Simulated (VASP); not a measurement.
Input of a VASP 6.6.1 run:

File INCAR:

```
SYSTEM = PbSe
ALGO = Normal
EDIFF = 1E-6
ENCUT = 520
GGA = PS
ISIF = 2
ISMEAR = 0
LASPH = .True.
LCHARG = .False.
LREAL = .False.
LWAVE = .False.
NBANDS = 17
NELM = 80
PREC = Accurate
SIGMA = 0.01
```

The input KPOINTS:

```
k-points
0
Gamma
  10 10 10
  0 0 0
```

File POSCAR:

```
PbSe
1.0
    0.0000000000      3.0515521249      3.0515521249
    3.0515521249      0.0000000000      3.0515521249
    3.0515521249      3.0515521249      0.0000000000
Pb Se
1 1
Direct
    0.0000000000      0.0000000000      0.0000000000
    0.5000000000      0.5000000000      0.5000000000
```

Potentials or basis: VASP PAW PBE potentials, release 64 (Pb_d, Se).

The run is started by

```console
$ cat potpaw_PBE.64/Pb_d/POTCAR potpaw_PBE.64/Se/POTCAR > POTCAR
$ mpirun -np 1 vasp_std > vasp.out
```

Question: Estimate the band gap on the k mesh.

Answer: 0.17 eV.

Question: What does it give for the pressure?

Answer: 0.0 GPa.

Caveat: the PAW data sets were made with another functional, which shifts forces and pressure a little; spin-orbit coupling is left out, which moves the levels of the heavy elements.

**Experimental background.**

From a printed reference work, monograph, for a bulk crystal of PbSe at 300 K: band gap 0.28 eV (direct).

Against the measured gap of PbSe, 0.28 eV (direct; 300 K; a printed reference work, monograph), the calculated 0.17 eV is off by -0.11 eV. 2 values of this kind are on record (0.15 to 0.28 eV); this one was drawn at random. Spin-orbit coupling on Pb, Se is left out. The value is that of PBEsol on a finite k mesh, which can miss the band edges, without temperature or zero-point motion. Semilocal functionals fall short of measured gaps as a rule.
